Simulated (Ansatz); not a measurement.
EuS, space group Fm-3m, a scan of the Hubbard U

With the Python package of Ansatz (0.2.0).

Typed at the interpreter:
```pycon
>>> import ansatz as az
>>> from ase import Atoms
>>> import numpy as np
>>> SETTINGS = {
...     "kmesh": (10, 10, 10),
...     "occupations": "fermi_dirac",
...     "smearing_width": 0.1,
...     "xc": "PBE",
... }
>>> def count_gap(report):
...     # lowest empty less highest filled band, counting bands; zero where they overlap
...     return max(report.get("gap_by_band_count_ev") or 0.0, 0.0)
...
>>> atoms = Atoms(
...     ["Eu", "S"],
...     scaled_positions=[
...         [0.0, 0.0, 0.0],
...         [0.5, 0.5, 0.5],
...     ],
...     cell=[
...         [0.0, 2.9785, 2.9785],
...         [2.9785, 0.0, 2.9785],
...         [2.9785, 2.9785, 0.0],
...     ],
...     pbc=True,
... )
>>> atoms.set_initial_magnetic_moments([7, 0.0])
>>> structure = az.Crystal.from_ase(atoms)
>>> structure.resolved().tree()["lattice"]
((0.0, 2.9785, 2.9785), (2.9785, 0.0, 2.9785), (2.9785, 2.9785, 0.0))
>>> setup = structure.calculation()
>>> setup = setup.kpoints(mesh=SETTINGS["kmesh"])
>>> setup = setup.occupations(SETTINGS["occupations"], width=SETTINGS["smearing_width"])
>>> setup = setup.functional(SETTINGS["xc"]).spin("collinear")
>>> setup = setup.band_table()
>>> rows = []
>>> for u in [0.0, 1.5, 3.0, 4.5, 6.0]:
...     report = setup.hubbard("Eu", "f", u_eff=u).run(threads=1).report
...     shell = report["hubbard"]["n_scf"]
...     rows.append((u, count_gap(report), sum(shell) / len(shell), max(abs(m) for m in report["site_moments_mub"]), report["n_iterations"]))
...
DeckWarning: basis.ecutwfc = 420 eV, auto-derived from the records' recommended cutoffs: set by Eu (normal level)
>>> print("      U_eff eV  gap by band count eV  Eu f occupation (projector)  largest moment muB      iterations")
      U_eff eV  gap by band count eV  Eu f occupation (projector)  largest moment muB      iterations
>>> for row in rows:
...     print(f"{str(row[0]):>14s}  {row[1]:20.3f}  {row[2]:27.4f}  {row[3]:18.3f}  {row[4]:14d}")
...
           0.0                 0.000                       6.8374               6.745              12
           1.5                 0.000                       6.9017               6.798              15
           3.0                 0.000                       6.9474               6.832              14
           4.5                 0.324                       6.9721               6.853              12
           6.0                 0.701                       6.9833               6.864              11
>>> print("eigenvalues of the first occupation matrix at the last U, by spin:")
eigenvalues of the first occupation matrix at the last U, by spin:
>>> for channel in report["hubbard"]["n_eig"][0]:
...     print("  ", " ".join(f"{n:.3f}" for n in channel))
...
   0.994 0.994 0.994 0.997 0.997 0.997 0.997
   0.000 0.001 0.001 0.001 0.003 0.003 0.003
```

From U = 0 to 6 eV the largest site moment goes from 6.75 to 6.86 μB.

Notes:
- Open f shells: with a Hubbard U, without spin-orbit coupling; the state reached hangs on the start and needn't be the lowest.
- A gap by band count of zero or less means overlapping bands, a metal.
- Of the deposited cell: the entry's cell lengths or inner coordinates differ somewhat from later room-temperature determinations.
- The structure is a deposited one; some such entries were measured under pressure or heat, so a shift against it needn't be the functional's error alone.
- Levels are Kohn-Sham eigenvalues on this mesh, without spin-orbit coupling.
- Warnings are shown shortened and without file and line.
- Shell occupations and the effect of U depend on the projectors; a run with no .spin step is spin-unpolarised, and each U may end in a state that isn't the lowest.
- It ran for 56 s on 1 thread of Arm Neoverse V2, with other jobs on the host, peak memory 0.54 GiB.
